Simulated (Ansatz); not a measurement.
# Ga: stress in a strained cell

Aim: deform Ga (zz strain of -3 %) and compute stress, forces and field gradients with LAPW, PAW and all-electron datasets made for the crystal.

Program: Ansatz 0.2.0. Level of theory: DFT PBEsol, scalar-relativistic. These are calculated values, not measurements.

### 1 The system as given

It takes space group C2/c (No. 15, monoclinic). The conventional cell has a = 2.766 Å, b = 8.053 Å, c = 3.332 Å, α = 90.00°, β = 92.02°, γ = 90.00°. Ga (site symmetry 2) is surrounded by 8 Ga at 2.69 to 2.92 Å.

Coordinates:

```
CELL_PARAMETERS angstrom
1.38300 -4.02650 0.00000
1.38300 4.02650 0.00000
-0.11745 0.00000 3.32993
ATOMIC_POSITIONS crystal
Ga 0.86900 0.13100 0.25000
Ga 0.13100 0.86900 0.75000
```

Atoms are numbered in the order of the input: Ga1, Ga2.

### 2 The deformed structure

Space group C2/c before, C2/c after.

### 3 All-electron LAPW

input.yaml

```yaml
crystal:
  lattice:
    - [1.383, -4.0265, 0.0]
    - [1.383, 4.0265, 0.0]
    - [-0.11745, 0.0, 3.2300321]
  atoms:
    - { symbol: Ga, position: [0.869, 0.131, 0.25] }
    - { symbol: Ga, position: [0.131, 0.869, 0.75] }
kpoints:
  mp_grid: { grid: [14, 14, 11] }
  band_path:
    path:
      - [0.0, 0.0, 0.0]
      - [-0.5, 0.5, 0.0]
      - [-0.5, 0.5, 0.5]
      - [0.0, 0.0, 0.5]
      - [0.0, 0.0, 0.0]
      - [-0.5, 0.0, 0.5]
      - [0.0, 0.0, 0.0]
      - [-0.5, 0.0, 0.0]
    npoints: 5
scf:
  occupations: { method: fermi_dirac, width: 0.03 }
hamiltonian:
  xc: pbesol
  pseudopotentials: { kind: all_electron, lapw: { basis_error: 0.0005 } }
output:
  forces: true
  stress: true
  eigenvalues: true
```

Launch:

```console
> ansatz run input.yaml --threads 1 --pin off --max-ram 3072MiB --backend cpu --events-out ev --progress --plain --runs-dir out
```

### 4 Frozen-core PAW

input.yaml

```yaml
crystal:
  lattice:
    - [1.383, -4.0265, 0.0]
    - [1.383, 4.0265, 0.0]
    - [-0.11745, 0.0, 3.2300321]
  atoms:
    - { symbol: Ga, position: [0.869, 0.131, 0.25] }
    - { symbol: Ga, position: [0.131, 0.869, 0.75] }
kpoints:
  mp_grid: { grid: [14, 14, 11] }
scf:
  occupations: { method: fermi_dirac, width: 0.03 }
hamiltonian:
  xc: pbesol
  pseudopotentials: { kind: paw }
output:
  forces: true
  stress: true
  eigenvalues: true
  efg: { contact_densities: true }
  write_density: true
  write_potential: true
  elf: true
  volumetric_format: npy
```

### 5 Datasets made for this crystal

Edit input.yaml of step 4 so:

```diff
@@ -14,3 +14,3 @@
   xc: pbesol
-  pseudopotentials: { kind: paw }
+  pseudopotentials: { kind: all_electron, datasets: crystal }
 output:
@@ -20,5 +20 @@
   efg: { contact_densities: true }
-  write_density: true
-  write_potential: true
-  elf: true
-  volumetric_format: npy
```

(Steps that only read results are left out.)

Before running it: what results should come out? Wanted: pressure; largest shear or deviatoric stress.

The runs gave:

| quantity | value |
| --- | --- |
| pressure | LAPW -0.12, PAW -0.16, crystal datasets -0.12 GPa |
| largest shear or deviatoric stress (LAPW) | 0.61 GPa |

What this shows: The largest part of the stress beyond the pressure is 0.61 GPa in size, in the zz component; the atoms are carried along and not relaxed. No run of the undeformed cell stands beside it, so the pressure holds what the given cell had before the change. PAW: stress within 0.04 GPa of LAPW, forces within 1 meV/Å. Crystal datasets: stress within 0.01 GPa of LAPW, forces within 1 meV/Å.
